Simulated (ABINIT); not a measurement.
# Ta (Im-3m) in ABINIT: notebook

The runs below take Ta through band structure, equation of state, with BLYP, revPBE, PBE, r2SCAN, WC.

Everything below comes from runs of ABINIT 10.8.3 (patched build). Logs are shortened: lines on timing, memory, paths and dates and some standing lists are left out, and cuts for length are marked. The log counts tension as positive stress, the text compression.

**The experiment to reproduce.**

From “Pressure effects on the electronic structure and superconductivity of (TaNb)0.67(HfZrTi)0.33 high entropy alloy”, 2019, arxiv:1910.08312, for a bulk crystal of Ta: bulk modulus 194 GPa.

“Refinement of the equation of state of tantalum”, 2004, arxiv:cond-mat/0403080 quotes, for a bulk crystal of Ta: bulk modulus 194 GPa.

How close the calculation comes is told below.

### 1 Starting point

The structure is cubic, space group Im-3m (No. 229). Conventional cell: a = 3.303 Å, b = 3.303 Å, c = 3.303 Å, α = 90.00°, β = 90.00°, γ = 90.00°. Around Ta (site symmetry m-3m) lie 8 Ta at 2.86 Å.

### 2 Band structure, BLYP

run.abi reads:

```
ndtset 2

pp_dirpath "./"
pseudos "Ta.GGA_PBE-JTH.xml"

acell 3*1.0
rprim
    -3.1204669551     3.1204669551     3.1204669551
     3.1204669551    -3.1204669551     3.1204669551
     3.1204669551     3.1204669551    -3.1204669551
ntypat 1
znucl 73
natom 1
typat 1
xred
     0.0000000000     0.0000000000     0.0000000000

ecut 15.0
pawecutdg 30.0

ixc -106131

occopt 3
tsmear 0.05 eV

nstep 100

iomode 3
prtwf 0
prteig 0
prtebands 0
enunit 1
prtden1 1

kptopt1 1
ngkpt1 11 11 11
nshiftk1 1
shiftk1 0.0 0.0 0.0
nband1 11
tolvrs1 1.0e-9

iscf2 -2
getden2 1
nband2 15
nbdbuf2 2
tolwfr2 1.0e-12
kptopt2 -5
ndivsm2 6
prteig2 1
kptbounds2
     0.0000000000     0.0000000000     0.0000000000
     0.5000000000    -0.5000000000     0.5000000000
     0.0000000000     0.0000000000     0.5000000000
     0.0000000000     0.0000000000     0.0000000000
     0.2500000000     0.2500000000     0.2500000000
     0.5000000000    -0.5000000000     0.5000000000
```

Potentials or basis: JTH PAW PBE v2.0.

On the command line:

```bash
$ abinit run.abi > log 2>&1
```

run.abo:

```text
.Version 10.8.3 of ABINIT
 DATASET    1 : space group Im -3 m (#229); Bravais cI (body-center cubic)
================================================================================
 Values of the parameters that define the memory need for DATASET  1.
     intxc =       0    ionmov =       0      iscf =      17    lmnmax =      18
     lnmax =       6     mgfft =      20  mpssoang =       3    mqgrid =    3001
     natom =       1  nloc_mem =       2    nspden =       1   nspinor =       1
    nsppol =       1      nsym =      48    n1xccc =       1    ntypat =       1
    occopt =       3   xclevel =       2
       mpw =         358          nfft =        8000          nkpt =          56
 PAW method is used; the additional fine FFT grid is defined by:
   mgfftf=        30    nfftf =     27000
================================================================================
================================================================================

 DATASET    2 : space group Im -3 m (#229); Bravais cI (body-center cubic)
================================================================================
 Values of the parameters that define the memory need for DATASET  2.
     intxc =       0    ionmov =       0      iscf =      -2    lmnmax =      18
     lnmax =       6     mgfft =      20  mpssoang =       3    mqgrid =    3001
     natom =       1  nloc_mem =       2    nspden =       1   nspinor =       1
    nsppol =       1      nsym =      48    n1xccc =       1    ntypat =       1
    occopt =       3   xclevel =       2
       mpw =         370          nfft =        8000          nkpt =          35
 PAW method is used; the additional fine FFT grid is defined by:
   mgfftf=        30    nfftf =     27000
================================================================================
================================================================================

--------------------------------------------------------------------------------
------------- Echo of variables that govern the present computation ------------
--------------------------------------------------------------------------------
 -outvars: echo values of preprocessed input variables --------
            acell      1.0000000000E+00  1.0000000000E+00  1.0000000000E+00 Bohr
              amu      1.80947900E+02
             ecut      1.50000000E+01 Hartree
           enunit           1
           getden1          0
           getden2          1
             iscf1         17
             iscf2         -2
                       outvar_i_n : Printing only first  50 k-points.
              ixc     -106131
           jdtset        1    2
                       outvar_i_n : Printing only first  50 k-points.
           kptopt1          1
           kptopt2         -5
         kptrlatt       11    0    0      0   11    0      0    0   11
          kptrlen1     5.94528804E+01
          kptrlen2     3.00000000E+01
            natom           1
            nband1         11
            nband2         15
           nbdbuf1          0
           nbdbuf2          2
           ndtset           2
           ndivsm1          0
           ndivsm2          6
            ngfft          20      20      20
          ngfftdg          30      30      30
             nkpt1         56
             nkpt2         35
            nstep         100
             nsym          48
           ntypat           1
                       prtocc : prtvol=0, do not print more k-points.
           occopt           3
        pawecutdg      3.00000000E+01 Hartree
         pawxcdev           0
        prtebands           0
           prteig1          0
           prteig2          1
            prtwf           0
            rprim     -3.1204669551E+00  3.1204669551E+00  3.1204669551E+00
                       3.1204669551E+00 -3.1204669551E+00  3.1204669551E+00
                       3.1204669551E+00  3.1204669551E+00 -3.1204669551E+00
           shiftk1     0.00000000E+00  0.00000000E+00  0.00000000E+00
           shiftk2     5.00000000E-01  5.00000000E-01  5.00000000E-01
          spgroup         229
           tolvrs1     1.00000000E-09
           tolvrs2     0.00000000E+00
           tolwfr1     0.00000000E+00
           tolwfr2     1.00000000E-12
[... 188 lines left out ...]
  sigma(3 3)= -2.48181778E-04  sigma(2 1)=  0.00000000E+00

-Cartesian components of stress tensor (GPa)         [Pressure=  7.3018E+00 GPa]
- sigma(1 1)= -7.30176000E+00  sigma(3 2)=  0.00000000E+00
- sigma(2 2)= -7.30176000E+00  sigma(3 1)=  0.00000000E+00
- sigma(3 3)= -7.30176000E+00  sigma(2 1)=  0.00000000E+00

================================================================================
== DATASET  2 ==================================================================

--- !DatasetInfo
iteration_state: {dtset: 2, }
dimensions: {natom: 1, nkpt: 35, mband: 15, nsppol: 1, nspinor: 1, nspden: 1, mpw: 370, }
cutoff_energies: {ecut:  15.0, pawecutdg:  30.0, }
electrons: {nelect:   1.30000000E+01, charge:   0.00000000E+00, occopt:   3.00000000E+00, tsmear:   1.83746611E-03, }
meta: {optdriver: 0, ionmov: 0, optcell: 0, iscf: -2, paral_kgb: 0, }
...

 mkfilename : getden/=0, take file _DEN from output of DATASET   1.

 Real(R)+Recip(G) space primitive vectors, cartesian coordinates (Bohr,Bohr^-1):
 R(1)= -3.1204670  3.1204670  3.1204670  G(1)=  0.0000000  0.1602324  0.1602324
 R(2)=  3.1204670 -3.1204670  3.1204670  G(2)=  0.1602324  0.0000000  0.1602324
 R(3)=  3.1204670  3.1204670 -3.1204670  G(3)=  0.1602324  0.1602324  0.0000000
 Unit cell volume ucvol=  1.2153987E+02 bohr^3
 Angles (23,13,12)=  1.09471221E+02  1.09471221E+02  1.09471221E+02 degrees

 Coarse grid specifications (used for wave-functions):

 getcut: wavevector=  0.0000  0.0000  0.0000  ngfft=  20  20  20
         ecut(hartree)=     15.000   => boxcut(ratio)=   2.12776

 Fine grid specifications (used for densities):

 getcut: wavevector=  0.0000  0.0000  0.0000  ngfft=  30  30  30
         ecut(hartree)=     30.000   => boxcut(ratio)=   2.25121

 getcut : COMMENT -
  Note that boxcut > 2.2 ; recall that boxcut=Gcut(box)/Gcut(sphere) = 2
  is sufficient for exact treatment of convolution.
  Such a large boxcut is a waste : you could raise ecut
  e.g. ecut=   38.009472 Hartrees makes boxcut=2

--------------------------------------------------------------------------------

================================================================================
 Non-SCF case, kpt    1 (  0.00000  0.00000  0.00000), residuals and eigenvalues=
  7.26E-13  2.14E-13  2.59E-13  2.07E-13  5.28E-13  2.11E-13  2.21E-13  5.30E-13
  1.22E-13  8.36E-13  3.57E-13  5.24E-13  1.71E-13  9.26E-08  4.54E-06
 -2.4109E+00 -1.1589E+00 -1.1589E+00 -1.1589E+00 -2.2665E-01  8.2614E-02
  8.2614E-02  8.2614E-02  2.0325E-01  2.0325E-01  6.1820E-01  6.1820E-01
  6.1820E-01  1.0246E+00  1.0246E+00
 Non-SCF case, kpt    2 (  0.06250 -0.06250  0.06250), residuals and eigenvalues=
  2.74E-13  2.41E-13  5.70E-13  3.38E-13  4.13E-13  1.16E-13  4.24E-13  2.75E-13
  4.78E-13  8.70E-13  1.06E-13  2.37E-13  7.86E-13  1.82E-10  1.66E-05
 -2.4106E+00 -1.1614E+00 -1.1600E+00 -1.1600E+00 -2.1391E-01  8.1085E-02
  8.1085E-02  8.8649E-02  1.8286E-01  2.1027E-01  6.4031E-01  6.4031E-01
  6.4054E-01  8.9721E-01  1.0425E+00
 Non-SCF case, kpt    3 (  0.12500 -0.12500  0.12500), residuals and eigenvalues=
[... 183 lines left out ...]
  1.1798E-01  2.5010E-01  2.5010E-01  4.2807E-01  4.5590E-01  4.5590E-01
  7.9210E-01  8.5653E-01  8.5653E-01
 Non-SCF case, kpt   34 (  0.46429 -0.39286  0.46429), residuals and eigenvalues=
  3.61E-13  1.53E-13  2.61E-13  4.19E-13  3.61E-13  2.55E-13  7.55E-13  3.22E-13
  1.94E-13  2.57E-13  4.53E-13  8.12E-13  8.12E-13  1.32E-08  7.07E-08
 -2.4038E+00 -1.1893E+00 -1.1893E+00 -1.1862E+00 -7.1071E-02 -7.1071E-02
  2.2441E-01  2.8282E-01  2.8282E-01  4.1029E-01  4.1029E-01  4.1984E-01
  6.8191E-01  8.9385E-01  8.9385E-01
 Non-SCF case, kpt   35 (  0.50000 -0.50000  0.50000), residuals and eigenvalues=
  8.87E-13  3.64E-13  3.79E-13  4.20E-13  3.82E-14  6.60E-13  3.22E-13  6.01E-13
  8.49E-13  4.38E-13  9.99E-13  4.25E-13  6.56E-13  1.60E-08  1.81E-06
 -2.4036E+00 -1.1891E+00 -1.1891E+00 -1.1891E+00 -7.9272E-02 -7.9272E-02
  3.0502E-01  3.0502E-01  3.0502E-01  3.8281E-01  3.8281E-01  3.8281E-01
  6.3113E-01  9.1055E-01  9.1055E-01

--- !ResultsGS
iteration_state: {dtset: 2, }
comment   : Summary of ground state results
lattice_vectors:
- [ -3.1204670,   3.1204670,   3.1204670, ]
- [  3.1204670,  -3.1204670,   3.1204670, ]
- [  3.1204670,   3.1204670,  -3.1204670, ]
lattice_lengths: [   5.40481,    5.40481,    5.40481, ]
lattice_angles: [109.471, 109.471, 109.471, ] # degrees, (23, 13, 12)
lattice_volume:   1.2153987E+02
convergence: {deltae:  0.000E+00, res2:  0.000E+00, residm:  9.990E-13, diffor:  0.000E+00, }
etotal    :  -5.88933424E+01
entropy   :   0.00000000E+00
fermie    :   5.93813172E-02
cartesian_stress_tensor: null
pressure_GPa: null
xred      :
- [  0.0000E+00,   0.0000E+00,   0.0000E+00, Ta]
cartesian_forces: null
force_length_stats: {min: null, max: null, mean: null, }
...

 Integrated electronic density in atomic spheres:
 ------------------------------------------------
 Atom  Sphere_radius  Integrated_density
    1        2.41973         10.71362280

================================================================================

 ----iterations are completed or convergence reached----

 Mean square residual over all n,k,spin=   44.207E-14; max=  99.899E-14
 reduced coordinates (array xred) for    1 atoms
       0.000000000000      0.000000000000      0.000000000000

 cartesian coordinates (angstrom) at end:
    1      0.00000000000000     0.00000000000000     0.00000000000000
 length scales=  1.000000000000  1.000000000000  1.000000000000 bohr
              =  0.529177210544  0.529177210544  0.529177210544 angstroms
 Eigenvalues (   eV  ) for nkpt=  35  k points:
 kpt#   1, nband= 15, wtk=  1.00000, kpt=  0.0000  0.0000  0.0000 (reduced coord)
 -65.60425  -31.53509  -31.53509  -31.53509   -6.16742    2.24805    2.24805    2.24805
   5.53064    5.53064   16.82196   16.82196   16.82196   27.87956   27.87959
 kpt#   2, nband= 15, wtk=  1.00000, kpt=  0.0625 -0.0625  0.0625 (reduced coord)
 -65.59616  -31.60295  -31.56612  -31.56612   -5.82092    2.20644    2.20644    2.41226
   4.97576    5.72162   17.42384   17.42384   17.42987   24.41431   28.36766
 kpt#   3, nband= 15, wtk=  1.00000, kpt=  0.1250 -0.1250  0.1250 (reduced coord)
 -65.57220  -31.77291  -31.65304  -31.65304   -4.84701    2.17153    2.17153    2.89695
   3.66315    6.20613   18.84098   19.08392   19.08392   20.28778   28.19133
 kpt#   4, nband= 15, wtk=  1.00000, kpt=  0.1875 -0.1875  0.1875 (reduced coord)
 -65.53706  -31.98215  -31.78336  -31.78336   -3.44254    2.12768    2.32500    2.32500
   3.67652    6.63930   17.31653   20.41778   21.22209   21.22209   26.10542
 kpt#   5, nband= 15, wtk=  1.00000, kpt=  0.2500 -0.2500  0.2500 (reduced coord)
 -65.49736  -32.16626  -31.93875  -31.93875   -1.97922    0.68168    2.81895    2.81895
   4.69958    6.53375   16.41259   21.00939   21.00939   21.84229   26.49091
 kpt#   6, nband= 15, wtk=  1.00000, kpt=  0.3125 -0.3125  0.3125 (reduced coord)
 -65.45976  -32.28705  -32.09610  -32.09610   -1.12145   -0.52588    3.73675    3.73675
[... 74 lines left out ...]
 -65.46613  -32.37622  -32.37622  -31.70352   -0.47902    0.32828    0.32828    5.94741
   5.94741   10.72303   13.66494   13.66494   20.91922   22.67828   22.67828
 kpt#  32, nband= 15, wtk=  1.00000, kpt=  0.3929 -0.1786  0.3929 (reduced coord)
 -65.44776  -32.38829  -32.38829  -31.85759   -0.45998   -0.45998    0.91187    6.16680
   6.16680   11.28660   13.35912   13.35912   22.51842   22.51842   22.96872
 kpt#  33, nband= 15, wtk=  1.00000, kpt=  0.4286 -0.2857  0.4286 (reduced coord)
 -65.42663  -32.37735  -32.37735  -32.08487   -1.31381   -1.31381    3.21047    6.80554
   6.80554   11.64827   12.40560   12.40560   21.55406   23.30747   23.30747
 kpt#  34, nband= 15, wtk=  1.00000, kpt=  0.4643 -0.3929  0.4643 (reduced coord)
 -65.41043  -32.36226  -32.36226  -32.27873   -1.93393   -1.93393    6.10646    7.69606
   7.69606   11.16460   11.16460   11.42454   18.55558   24.32282   24.32282
 kpt#  35, nband= 15, wtk=  1.00000, kpt=  0.5000 -0.5000  0.5000 (reduced coord)
 -65.40472  -32.35579  -32.35579  -32.35579   -2.15710   -2.15710    8.29997    8.29997
   8.29997   10.41666   10.41666   10.41666   17.17388   24.77722   24.77722

== END DATASET(S) ==============================================================
================================================================================

 -outvars: echo values of variables after computation  --------
            acell      1.0000000000E+00  1.0000000000E+00  1.0000000000E+00 Bohr
           etotal1    -5.8893342407E+01
            fcart1    -0.0000000000E+00 -0.0000000000E+00 -0.0000000000E+00
            rprim     -3.1204669551E+00  3.1204669551E+00  3.1204669551E+00
                       3.1204669551E+00 -3.1204669551E+00  3.1204669551E+00
                       3.1204669551E+00  3.1204669551E+00 -3.1204669551E+00
           strten1    -2.4818177784E-04 -2.4818177784E-04 -2.4818177784E-04
                       0.0000000000E+00  0.0000000000E+00  0.0000000000E+00
 Calculation completed.
```

It took 11 s on 1 thread of AMD EPYC 7R43 (Zen 3), shared host; peak memory 0.11 GiB.

Results:

| Quantity | Value |
| --- | --- |
| Free energy | -1602.5695 eV |
| Band gap on the k mesh | none (metal or under the smearing width) |
| Valence electrons inside the program's atomic spheres | Ta 10.71 (radii [1.2805] Å) |

Levels at the corners of the path, in eV from the Fermi level:
```csv
point,band 4,band 5,band 6,band 7,band 8,band 9
Γ,-33.15,-7.78,0.63,0.63,0.63,3.91
H,-33.97,-3.77,-3.77,6.68,6.68,6.68
N,-33.16,-4.34,-1.60,1.80,3.77,4.77
Γ,-33.15,-7.78,0.63,0.63,0.63,3.91
P,-33.74,-1.20,-1.20,-1.20,4.94,4.94
H,-33.97,-3.77,-3.77,6.68,6.68,6.68
```

Caveat: the cutoff is too short for stress, so the log's stress isn't used; the PAW data sets were made with another functional, which shifts forces and pressure a little; spin-orbit coupling is left out, which moves the levels of the heavy elements.

### 3 Band structure, revPBE, spin-orbit coupling, no magnetisation

run.abi reads:

```
# Datasets: ground state, then fixed potential
ndtset 2

# Pseudopotentials
pp_dirpath "./"
pseudos "Ta.GGA_PBE-JTH.xml"

# Structure
acell 5.4048073095 5.4048073095 5.4048073095
rprim
    -0.5773502692     0.5773502692     0.5773502692
     0.5773502692    -0.5773502692     0.5773502692
     0.5773502692     0.5773502692    -0.5773502692
ntypat 1
znucl 73
natom 1
typat 1
xcart
     0.0000000000     0.0000000000     0.0000000000 Angstrom

# Plane-wave basis
ecut 15.0
pawecutdg 30.0

# Exchange and correlation
ixc 14

# Bands and occupations
occopt 3
tsmear 0.00183747

# Spin
nspinor 2
nspden 1
pawspnorb 1

# SCF cycle
nstep 100

# Output
iomode 3
prtwf 0
prteig 0
prtebands 0
enunit 1
prtden1 1

# Dataset 1
kptopt1 4
ngkpt1 11 11 11
nshiftk1 1
shiftk1 0.0 0.0 0.0
nband1 22
tolvrs1 1.0e-9

# Dataset 2: bands along G-H-N-G-P-H
iscf2 -2
getden2 1
nband2 30
nbdbuf2 2
tolwfr2 1.0e-12
kptopt2 -5
ndivsm2 5
prteig2 1
prtvol2 -3
kptbounds2
     0.0000000000     0.0000000000     0.0000000000
     0.5000000000    -0.5000000000     0.5000000000
     0.0000000000     0.0000000000     0.5000000000
     0.0000000000     0.0000000000     0.0000000000
     0.2500000000     0.2500000000     0.2500000000
     0.5000000000    -0.5000000000     0.5000000000
```

Potentials or basis: JTH PAW PBE v2.0.

On the command line:

```bash
$ abinit run.abi > log 2>&1
```

Run time: 39 s. Hardware: 1 thread of AMD EPYC 7R43 (Zen 3), shared host; peak memory 0.11 GiB.

The run converged. Its results:

```
Free energy                                           : -1603.6461 eV
Band gap on the k mesh                                : none (metal or under the smearing width)
Valence electrons inside the program's atomic spheres : Ta 10.66 (radii [1.2805] Å)
```

Levels at the corners of the path, in eV from the Fermi level:
```tsv
point	band 9	band 10	band 11	band 12	band 13	band 14	band 15	band 16
Γ	-7.91	-7.91	0.60	0.60	0.60	0.60	1.03	1.03
H	-3.79	-3.79	-3.79	-3.79	6.66	6.66	6.66	6.66
N	-4.36	-4.36	-1.53	-1.53	1.59	1.59	3.91	3.91
Γ	-7.91	-7.91	0.60	0.60	0.60	0.60	1.03	1.03
P	-1.59	-1.59	-1.03	-1.03	-1.03	-1.03	5.13	5.13
H	-3.79	-3.79	-3.79	-3.79	6.66	6.66	6.66	6.66
```

Caveat: the cutoff is too short for stress, so the log's stress isn't used; the PAW data sets were made with another functional, which shifts forces and pressure a little.

(Continued in part 2 of 2.)
